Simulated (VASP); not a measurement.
**CdS (Greenockite): the relaxed cell at several levels**

Which functional gives the lattice of CdS (Greenockite) as experiment finds it, and is a dearer one worth its cost? The levels: PBE, LDA, r2SCAN and PBE + D3(BJ). LASPH is on for some levels and off for others; the table marks which. The start is a cell from a database of measured crystal structures.

Calculated with VASP 6.6.1; PBE; plane waves and PAW (Cd, S), in the first sound run; inputs show where later runs differ.

### 1. Starting point

Before any relaxation, the start is as follows. It takes space group P6_3mc (No. 186, hexagonal). Conventional cell: a = 4.137 Å, b = 4.137 Å, c = 6.714 Å, α = 90.00°, β = 90.00°, γ = 120.00°. Nearest to Cd lie 4 S at 2.52 to 2.53 Å. Nearest to S lie 4 Cd at 2.52 to 2.53 Å. Farther neighbours and most contacts between anions are not listed.

Structure file:

```cif
data_structure
_symmetry_space_group_name_H-M 'P 1'
_symmetry_Int_Tables_number 1
_cell_length_a 4.1370
_cell_length_b 4.1370
_cell_length_c 6.7144
_cell_angle_alpha 90.000
_cell_angle_beta 90.000
_cell_angle_gamma 120.000
_cell_volume 99.52
loop_
_atom_site_label
_atom_site_type_symbol
_atom_site_fract_x
_atom_site_fract_y
_atom_site_fract_z
_atom_site_occupancy
Cd1 Cd 0.66667 0.33333 0.00000 1
Cd2 Cd 0.33333 0.66667 0.50000 1
S3 S 0.66667 0.33333 0.37500 1
S4 S 0.33333 0.66667 0.87500 1
```

### 2. Relaxation with PBE

Properties are meant for the cell that this level of theory prefers, so cell and atoms are relaxed first (ISIF = 3) until forces and stress are small; EDIFFG sets the threshold. PBE, the usual starting point, adds the gradient of the density.

INCAR

```
SYSTEM = CdS
PREC = Accurate
ENCUT = 520
EDIFF = 1E-06
NELM = 100
ISMEAR = -1
SIGMA = 0.05
LREAL = .FALSE.
ALGO = Normal
GGA = PE
NBANDS = 24
LORBIT = 11
LWAVE = .FALSE.
LCHARG = .FALSE.
KPAR = 2
IBRION = 2
NSW = 60
ISIF = 3
EDIFFG = -0.01
```

POSCAR

```
CdS
1.0
    4.1370000000      0.0000000000      0.0000000000
   -2.0685000000      3.5827470955      0.0000000000
    0.0000000000      0.0000000000      6.7144000000
Cd S
2 2
Direct
    0.6666666667      0.3333333333      0.0000000000
    0.3333333333      0.6666666667      0.5000000000
    0.6666666667      0.3333333333      0.3750000000
    0.3333333333      0.6666666667      0.8750000000
```

KPOINTS

```
Automatic mesh
0
Gamma
8 8 4
0 0 0
```

PAW data sets: Cd and S (PBE family, release 64).

Launch:

```sh
mpirun -np 2 vasp_std
```

Log:

```text
[banner, memory and clock lines left out]
running    2 mpi-ranks, on    1 nodes
 distrk:  each k-point on    1 cores,    2 groups
 distr:  one band on    1 cores,    1 groups

 POSCAR found type information on POSCAR CdS
 POSCAR found :  2 types and       4 ions
 LDA part: xc-table for (Slater+PW92), standard interpolation
 POSCAR, INCAR and KPOINTS ok, starting setup
 FFT: planning ... GRIDC
 FFT: planning ... GRID_SOFT
 FFT: planning ... GRID
 WAVECAR not read
 entering main loop
       N       E                     dE             d eps       ncg     rms          rms(c)
DAV:   1     0.250012821323E+03    0.25001E+03   -0.17747E+04  1440   0.138E+03
DAV:   2    -0.582088018335E+00   -0.25059E+03   -0.24336E+03  1664   0.339E+02
DAV:   3    -0.132126015883E+02   -0.12631E+02   -0.12586E+02  1792   0.773E+01
DAV:   4    -0.133341994752E+02   -0.12160E+00   -0.12155E+00  1728   0.751E+00
DAV:   5    -0.133363913906E+02   -0.21919E-02   -0.21917E-02  1848   0.966E-01    0.114E+01
DAV:   6    -0.122724393318E+02    0.10640E+01   -0.22100E+00  1872   0.155E+01    0.899E+00
DAV:   7    -0.122556237596E+02    0.16816E-01   -0.83083E-01  1656   0.504E+00    0.398E+00
DAV:   8    -0.122512987077E+02    0.43251E-02   -0.11201E-01  1672   0.344E+00    0.568E-01
DAV:   9    -0.122497319009E+02    0.15668E-02   -0.19435E-02  1808   0.179E+00    0.172E-01
DAV:  10    -0.122498707360E+02   -0.13884E-03   -0.15346E-03  1720   0.420E-01    0.115E-01
DAV:  11    -0.122499594726E+02   -0.88737E-04   -0.20858E-04  1816   0.100E-01    0.106E-01
DAV:  12    -0.122500101517E+02   -0.50679E-04   -0.15029E-04  1568   0.638E-02    0.261E-02
DAV:  13    -0.122500174863E+02   -0.73346E-05   -0.17952E-05  1784   0.299E-02    0.849E-03
DAV:  14    -0.122500178902E+02   -0.40394E-06   -0.35020E-06  1384   0.186E-02
   1 F= -.12250018E+02 E0= -.12250018E+02  d E =-.122500E+02
 curvature:   0.00 expect dE= 0.000E+00 dE for cont linesearch  0.000E+00
 trial: gam= 0.00000 g(F)=  0.104E-02 g(S)=  0.131E+00 ort = 0.000E+00 (trialstep = 0.100E+01)
 search vector abs. value=  0.132E+00
 bond charge predicted
       N       E                     dE             d eps       ncg     rms          rms(c)
DAV:   1    -0.137609099566E+02   -0.15109E+01   -0.33340E+01  1472   0.611E+01    0.108E+01
DAV:   2    -0.124742976980E+02    0.12866E+01   -0.31778E+00  1592   0.220E+01    0.382E+00
DAV:   3    -0.123276790685E+02    0.14662E+00   -0.31981E-01  1608   0.512E+00    0.341E+00
DAV:   4    -0.122959888966E+02    0.31690E-01   -0.36517E-02  1512   0.136E+00    0.943E-01
DAV:   5    -0.122932116861E+02    0.27772E-02   -0.72788E-03  1784   0.816E-01    0.188E-01
DAV:   6    -0.122933515133E+02   -0.13983E-03   -0.10101E-03  1496   0.294E-01    0.991E-02
DAV:   7    -0.122933759322E+02   -0.24419E-04   -0.56990E-05  1776   0.519E-02    0.316E-02
DAV:   8    -0.122933713126E+02    0.46196E-05   -0.12479E-05  1632   0.399E-02    0.111E-02
DAV:   9    -0.122933722426E+02   -0.93002E-06   -0.10453E-06  1280   0.748E-03
   2 F= -.12293372E+02 E0= -.12293372E+02  d E =-.433544E-01
[...]
3 F= -.12298203E+02 E0= -.12298202E+02  d E =-.481846E-01
[...]
4 F= -.12298187E+02 E0= -.12298187E+02  d E =-.481689E-01
 curvature:  -0.41 expect dE=-0.305E-04 dE for cont linesearch -0.136E-04
 ZBRENT: accuracy reached
 trial: gam= 0.00000 g(F)=  0.318E-04 g(S)=  0.425E-04 ort =-0.209E-02 (trialstep = 0.953E+00)
 search vector abs. value=  0.743E-04
 bond charge predicted
       N       E                     dE             d eps       ncg     rms          rms(c)
DAV:   1    -0.122986687742E+02   -0.48177E-03   -0.17916E-02  1496   0.115E+00    0.165E-01
DAV:   2    -0.122982668156E+02    0.40196E-03   -0.13436E-03  1648   0.406E-01    0.562E-02
DAV:   3    -0.122982290115E+02    0.37804E-04   -0.11223E-04  1632   0.892E-02    0.479E-02
DAV:   4    -0.122982278586E+02    0.11529E-05   -0.86360E-06  1560   0.200E-02    0.930E-03
DAV:   5    -0.122982285291E+02   -0.67045E-06   -0.27731E-06  1248   0.193E-02
   5 F= -.12298229E+02 E0= -.12298228E+02  d E =-.417873E-04
 trial-energy change:   -0.000042  1 .order   -0.000037   -0.000071   -0.000003
 step:   0.9813(harm=  0.9939)  dis= 0.00061  next Energy=   -12.298229 (dE=-0.418E-04)
 reached required accuracy - stopping structural energy minimisation
```

Run time: 73 s. Hardware: 2 MPI ranks of AMD EPYC 9R14 (Zen 4), shared host; peak memory 0.45 GiB.

The logs omit lines about the potential files and the build; timing stands in the text.

Parts of OUTCAR (step 2):

```text
ion  position               nearest neighbor table
   1  0.667  0.333  0.000-   3 2.52   4 2.53   4 2.53   4 2.53
   2  0.333  0.667  0.500-   4 2.52   3 2.53   3 2.53   3 2.53
   3  0.667  0.333  0.375-   1 2.52   2 2.53   2 2.53   2 2.53
   4  0.333  0.667  0.875-   2 2.52   1 2.53   1 2.53   1 2.53

  LATTYP: Found a hexagonal cell.
 ALAT       =     4.1370000000
 C/A-ratio  =     1.6230118443

 Subroutine GETGRP returns: Found 12 space group operations
 (whereof  6 operations were pure point group operations)

The static configuration has the point symmetry C_3v.
 The point group associated with its full space group is C_6v.

 Found     30 irreducible k-points:

   k-points           NKPTS =     30   k-points in BZ     NKDIM =     30   number of bands    NBANDS=     24

   dimension x,y,z NGX =    32 NGY =   32 NGZ =   50
   dimension x,y,z NGXF=    64 NGYF=   64 NGZF=  100

   ENCUT  =  520.0 eV  38.22 Ry    6.18 a.u.   7.69  7.69 12.48*2*pi/ulx,y,z

   NELECT =      36.0000    total number of electrons

 k-points in reciprocal lattice and weights: Automatic mesh
   0.00000000  0.00000000  0.00000000       0.004
   0.12500000  0.00000000  0.00000000       0.023
   0.25000000  0.00000000  0.00000000       0.023
   0.37500000 -0.00000000  0.00000000       0.023
   0.50000000  0.00000000  0.00000000       0.012
   0.12500000  0.12500000  0.00000000       0.023
   0.25000000  0.12500000  0.00000000       0.047
   0.37500000  0.12500000  0.00000000       0.047
   0.25000000  0.25000000  0.00000000       0.023
[...]
0.25000000  0.25000000  0.50000000       0.023
   0.37500000  0.25000000  0.50000000       0.023

 average (electrostatic) potential at core
       1 -39.6376       2 -39.6376       3 -89.4935       4 -89.4935

 E-fermi :   1.4564

 k-point     1 :       0.0000    0.0000    0.0000
  band No.  band energies     occupation
    ...
     14       0.1850      2.00000
     15       0.1850      2.00000
     16       0.8287      1.99999
     17       0.8719      1.99998
     18       0.8719      1.99998
     19       1.9689      0.00007
     20       3.6110      0.00000
     21       7.3575      0.00000
     22       7.3575      0.00000
     23       7.6354      0.00000
    ...

 k-point     2 :       0.1250    0.0000    0.0000
  band No.  band energies     occupation
    ...
     14      -0.3878      2.00000
     15       0.0117      2.00000
     16       0.0669      2.00000
     17       0.7273      2.00000
     18       0.7719      2.00000
     19       2.7529      0.00000
     20       4.1592      0.00000
     21       6.8727      0.00000
     22       7.5743      0.00000
     23       7.7885      0.00000
    ...

 k-point     3 :       0.2500    0.0000    0.0000
  band No.  band energies     occupation
    ...
     14      -1.3923      2.00000
     15      -0.9884      2.00000
     16      -0.3641      2.00000
     17       0.4196      2.00000
     18       0.5270      2.00000
     19       3.7228      0.00000
     20       4.8156      0.00000
     21       6.3641      0.00000
     22       7.2503      0.00000
     23       7.9010      0.00000
    ...

  Total        0.0158877      0.0158877     -0.0014592     -0.0000000      0.0000000      0.0000000
  in kB        0.2431231      0.2431231     -0.0223300     -0.0000000      0.0000000      0.0000000
  external PRESSURE =       0.1546387 kB  Pullay stress =       0.0000000 kB

  energy-cutoff  :      520.00
  volume of cell :      104.70
      direct lattice vectors                 reciprocal lattice vectors
     4.201682872  0.000000000  0.000000000     0.237999875  0.137409292 -0.000000000
    -2.100841436  3.638764106 -0.000000000     0.000000000  0.274818584  0.000000000
     0.000000000  0.000000000  6.848064323    -0.000000000  0.000000000  0.146026666

 POSITION                                       TOTAL-FORCE (eV/Angst)
 -----------------------------------------------------------------------------------
      2.10084      1.21292      6.84469        -0.000000      0.000000     -0.006875
     -0.00000      2.42584      3.42065        -0.000000      0.000000     -0.006875
      2.10084      1.21292      2.57140         0.000000     -0.000000      0.006875
     -0.00000      2.42584      5.99543         0.000000      0.000000      0.006875
 -----------------------------------------------------------------------------------
    total drift:                                0.000000     -0.000000     -0.000099

  FREE ENERGIE OF THE ION-ELECTRON SYSTEM (eV)
  ---------------------------------------------------
  free  energy   TOTEN  =       -12.2982285291 eV

  energy  without entropy=      -12.2982281823  energy(sigma->0) =      -12.29822836

 reached required accuracy - stopping structural energy minimisation

 total charge
# of ion       s       p       d       tot
------------------------------------------
    1        0.415   0.295   9.564  10.275
    2        0.415   0.295   9.564  10.275
    3        1.325   2.381   0.000   3.706
    4        1.325   2.381   0.000   3.706
--------------------------------------------------
tot          3.481   5.354  19.129  27.963

[... 3 further parts left out ...]
```

The gap is read on the k-mesh alone, so it is an upper bound where the band edges lie off the mesh. The run keeps the 12 symmetry operations of its start, so it cannot find a distortion of lower symmetry.

Relaxation path:

| step | energy less that of the first step (eV) | largest force (eV/Å) | pressure (GPa) | volume (Å³) |
| --- | --- | --- | --- | --- |
| 1 | 0.0000 | 0.0734 | 3.04 | 99.52 |
| 2 | -0.0434 | 0.0002 | -0.86 | 106.48 |
| 3 | -0.0482 | 0.0137 | 0.00 | 104.72 |
| 4 | -0.0482 | 0.0128 | -0.05 | 104.82 |
| 5 | -0.0482 | 0.0069 | 0.02 | 104.70 |

| conventional cell, symmetrised | before | after | change |
| --- | --- | --- | --- |
| a (Å) | 4.137 | 4.202 | +1.6 % |
| b (Å) | 4.137 | 4.202 | +1.6 % |
| c (Å) | 6.714 | 6.848 | +2.0 % |
| volume (Å³/atom) | 24.88 | 26.17 | +5.2 % |

Final coordinates:

```xyz
4
Lattice="4.2017 0.0000 0.0000 -2.1008 3.6388 0.0000 0.0000 0.0000 6.8481" Properties=species:S:1:pos:R:3 pbc="T T T"
Cd    2.1008    1.2129   -0.0034
Cd    0.0000    2.4258    3.4207
S     2.1008    1.2129    2.5714
S     0.0000    2.4258    5.9954
```

This step gave:

```
electrons                       : 36
bands                           : 24
irreducible k points            : 30
symmetry operations             : 12
free energy (TOTEN)             : -12.30 eV
Fermi energy                    : 1.456 eV
pressure                        : 0.01546 GPa
metallic                        : no
valence top at k                : 0, 0, 0
conduction bottom at k          : 0, 0, 0
least direct gap at k           : 0, 0, 0
SCF cycles over all ionic steps : 42
gap on the k-mesh               : 1.097 eV
least direct gap on the k-mesh  : 1.097 eV
```

It ends with a largest force of 0.007 eV/Å and a pressure of 0.02 GPa. The volume lies +5.2 % from that of the database's start. The conventional cell has a = 4.202 and c = 6.848 Å.

[end of part 1 of 2]

[Lines on the potential files, build, host, timing and source positions are cut from VASP's logs without a mark.]

[Logs are printed without paths, hosts, clocks, repeated set-up lines and the standing remarks that a program may print on its own settings, such as how far it seeks lower states.]

[Hosts, paths, dates, database ids (printed as entryN), source tags and the programs' standing remarks are cut or masked in the printed files.]

[A measured line is paired with the nearest computed mode of its activity, which favours agreement.]
